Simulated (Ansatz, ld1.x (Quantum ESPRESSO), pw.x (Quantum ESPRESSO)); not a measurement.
Te: does the TM potential hold in the solid?

* Element: Te
* Generator: ld1.x (Quantum ESPRESSO) 7.5
* Type: norm-conserving Troullier–Martins (Kleinman–Bylander form)
* Functional: PBE
* Relativity: scalar-relativistic
* Frozen core: [Kr] 4d10
* Valence charge: 6
* Reference configuration: 5s2 5p4
* Partial waves: 5s (bound): rc 1.45 bohr; 5p (bound): rc 2.40 bohr; 5d channel at 0.25 Ry: rc 2.30 bohr
* Local potential: all-electron potential smoothed inside 2.40 bohr (lloc = -1)
* Core correction: none

Atomic tests: cutoffs needed: 55 Ry and 120 Ry (the cutoffs (Ry, on a coarse ladder) from which the occupation-weighted sum of valence levels, in a spherical-Bessel basis at the reference potential, stays within 10 and 1 mRy of its value at 400 Ry); ghost test: no extra level below or beside the all-electron valence levels (s, p, d, f tested) (spherical-Bessel basis up to 400 Ry, 20 bohr box); largest excitation error: +85 meV (all-electron minus pseudo) for 5s0 5p6, out of 7 test configurations.

Crystal test: fcc Te in pw.x 7.5, no spin, 12³ k-points, Fermi–Dirac smearing 0.01 Ry, cutoffs 145/580 Ry. The reference is all-electron LAPW (Ansatz 0.2.0) with the same functional, mesh and smearing; V0 and B0 come from Birch–Murnaghan fits to the pressures at five volumes. Errors are pseudo minus all-electron; Δ is the rms difference of the E(V) curves that follow from these fits, minima aligned, over ±6 % about the mean V0. Mesh and smearing are coarse, so the numbers serve the comparison and aren't converged zero-temperature values; the lattice is a test structure that the element need not adopt.

All-electron: a0 = 4.845 Å (V0 = 28.43 Å³/atom), B0 = 52.9 GPa.

How far does the potential miss the all-electron equation of state?

mean pressure error (GPa): -0.39; a0 (Å): 4.833; a0 error (%): -0.24; B0 error (%): +3.6; Δ (meV/atom): 2.4.

| V (Å³/atom) | P all-electron (GPa) | P pseudo (GPa) |
| --- | --- | --- |
| 26.941 | 3.24 | 2.85 |
| 27.650 | 1.57 | 1.18 |
| 28.359 | 0.13 | -0.26 |
| 29.068 | -1.12 | -1.51 |
| 29.777 | -2.19 | -2.58 |

At the middle volume, how do free energy and pressure move when the wave cutoff is lowered (ecutrho kept at four times it)?

| cutoff (Ry) | shift of F (meV/atom) | shift of P (GPa) |
| --- | --- | --- |
| 65 | +53.5 | -1.09 |
| 87 | +27.1 | -0.01 |
| 116 | +2.9 | -0.07 |

Input at the middle volume:

```
&control
  calculation='scf', prefix='x', pseudo_dir='./', outdir='./tmp', tstress=.true., disk_io='none'
/
&system
  ibrav=0, nat=1, ntyp=1, ecutwfc=145, ecutrho=580, nbnd=10,
  occupations='smearing', smearing='fd', degauss=0.01
/
&electrons
  conv_thr=1e-09, mixing_beta=0.4, electron_maxstep=70
/
ATOMIC_SPECIES
Te 1.0 Te.UPF
CELL_PARAMETERS angstrom
  0.00000000 2.42039904 2.42039904
  2.42039904 0.00000000 2.42039904
  2.42039904 2.42039904 0.00000000
ATOMIC_POSITIONS crystal
Te 0.0000 0.0000 0.0000
K_POINTS automatic
12 12 12 0 0 0
```

```bash
pw.x < Te.scf.in > Te.scf.out
```

Lines of the output:

```
Message from routine setup:
     using ibrav=0 with symmetry is DISCOURAGED, use correct ibrav instead
     lattice parameter (alat)  =       6.4685  a.u.
     unit-cell volume          =     191.3760 (a.u.)^3
     number of electrons       =         6.00
     number of Kohn-Sham states=           10
     kinetic-energy cutoff     =     145.0000  Ry
     charge density cutoff     =     580.0000  Ry
     scf convergence threshold =      1.0E-09
     Exchange-correlation= PBE
     number of k points=    72  Fermi-Dirac smearing, width (Ry)=  0.0100
     iteration #  1     ecut=   145.00 Ry     beta= 0.40
     total energy              =     -16.32965461 Ry
     estimated scf accuracy    <       0.00175385 Ry
     iteration #  2     ecut=   145.00 Ry     beta= 0.40
     total energy              =     -16.32961610 Ry
     estimated scf accuracy    <       0.00046389 Ry
     iteration #  3     ecut=   145.00 Ry     beta= 0.40
     total energy              =     -16.32966059 Ry
     estimated scf accuracy    <       0.00000488 Ry
     iteration #  4     ecut=   145.00 Ry     beta= 0.40
     total energy              =     -16.32966247 Ry
     estimated scf accuracy    <       0.00000006 Ry
     iteration #  5     ecut=   145.00 Ry     beta= 0.40
     total energy              =     -16.32966253 Ry
     estimated scf accuracy    <       0.00000002 Ry
     iteration #  6     ecut=   145.00 Ry     beta= 0.40
     the Fermi energy is     7.9425 ev
!    total energy              =     -16.32966254 Ry
     estimated scf accuracy    <          6.2E-10 Ry
     smearing contrib. (-TS)   =      -0.00431845 Ry
     The total energy is F=E-TS. E is the sum of the following terms:
     one-electron contribution =       4.84710637 Ry
     hartree contribution      =       0.44964095 Ry
     xc contribution           =      -3.57891723 Ry
     ewald contribution        =     -18.04317417 Ry
     convergence has been achieved in   6 iterations
          total   stress  (Ry/bohr**3)                   (kbar)     P=       -2.61
     Message from routine punch:
     Nothing written, as per user request (disk_io='none')
```

The run at the middle volume (72 k-points, 6 iterations) took about 41 s on one core of a shared host (Neoverse-V2, 96 threads, 742 GiB, load 37).
